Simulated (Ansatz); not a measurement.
## ZnS: pressure against volume per atom

Periodic Kohn-Sham DFT of a crystal at fixed atoms; pressure and stress are positive in compression; the energy is the free energy less that of spherical unpolarised free atoms; site moments are those in the method's own spheres, positive along +z. The results are calculated, by Ansatz 0.2.0.

Cell of the first row (space group F-43m, No. 216):
```
CELL_PARAMETERS angstrom
0.00000 2.64990 2.64990
2.64990 0.00000 2.64990
2.64990 2.64990 0.00000
ATOMIC_POSITIONS crystal
Zn 0.00000 0.00000 0.00000
S 0.75000 0.75000 0.75000
```

Settings of every row: method frozen-core PAW; functional PBE; relativity scalar; k mesh 9x9x9; filling fermi-dirac; smearing width 0.01 eV; wave cutoff 420 eV; paw set soft_2.

Atom start moment: 0 on all atoms.

| row | volume per atom (Å³) | pressure (GPa) |
| --- | --- | --- |
| 1 | 18.608 | ? |
| 2 | 19.389 | 2.97 |
| 3 | 19.785 | 1.374 |
| 4 | 20.181 | -0.058 |
| 5 | 20.972 | -2.503 |

Question: what pressure should row 1 give?

Worked fit of pressure. Take u = (V_r/V)^(2/3) − 1 with V_r = 19.983 Å³ an atom, which is twice the finite (Eulerian) strain; such expansions in the strain, on which the Birch-Murnaghan equation of state is built, carry the rest volume and the bulk modulus. The shown rows have u = 0.02032, 0.00666, -0.00655, -0.03169. Least squares give pressure = 0.6392 + 108.607 × u + 298.53 × u² GPa; a straight line predicts inner rows, each left out in turn, worse (root mean square 0.13 against 0.0036 GPa). The rows lie off it by 0.001, -0.002, 0.001, 0.000. The pressure vanishes at u = -0.0060, or V = 20.16 Å³ an atom, and there the bulk modulus at fixed shape and fractions is B = −V dP/dV = (2/3)(1 + u) dP/du = 69.6 GPa. The withheld row has u = 0.04867, so the fit gives 0.6392 + 108.607 × (0.04867) + 298.53 × (0.04867)² = 6.632 GPa.

The calculation gave 6.67 GPa. The fit lies 0.038 GPa (0.41 % of the column's range) below it; its largest miss of a shown row is 0.002 GPa. This row lies beyond the range of the fit.
